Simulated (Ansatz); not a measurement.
Runs of Ansatz 0.2.0 on Co. The structure is hexagonal, space group P6_3/mmc (No. 194). Conventional cell: a = 2.472 Å, b = 2.472 Å, c = 4.021 Å, α = 90.00°, β = 90.00°, γ = 120.00°. Around Co (site symmetry -6m2) lie 12 Co at 2.47 Å. 

```csv
task,level,cell,k mesh,cutoff (eV),gap on the mesh (eV),pressure (GPa),moment (μB),relaxed volume (Å³/atom)
relaxation of cell and atoms,RPBE+D3(BJ),relaxed,12 × 12 × 7,-,-,0.0,(c),9.72
relaxation of cell and atoms,BLYP+D3(BJ),relaxed,12 × 12 × 7,-,-,0.0,3.12,10.57
elastic constants,LDA,as given,9 × 9 × 5,338,none,(a),3.04,-
relaxation of cell and atoms,PBEsol+D4,relaxed,12 × 12 × 7,-,-,0.0,3.09,10.21
elastic constants,PBEsol,as given,9 × 9 × 5,338,none,-6.9,(b),-
```

Alike in all rows: potentials or basis all-electron LAPW, scalar-relativistic; spin collinear, ferromagnetic start; smearing fermi-dirac 0.05 eV; basis error allowed 0.001 eV/atom.

Q: Fill in the values left out.

A: (a) -15.2; (b) 3.07; (c) 3.02.

Caveats: the k mesh is thin for a metal, which can move the energy by tens of meV per atom (some runs); a metal's response needs a denser mesh (some runs); the cell is more than 3 GPa from zero pressure, which shifts response properties (some runs); elastic constants of metals need much finer meshes, so these are rough (some runs); so large a pressure means that the cell lies far from this level's equilibrium, or that cutoff or potentials fall short (some runs).

A gap of «none» marks a metal or a gap under the smearing width.

Runs at the PBE level aren't shown here.
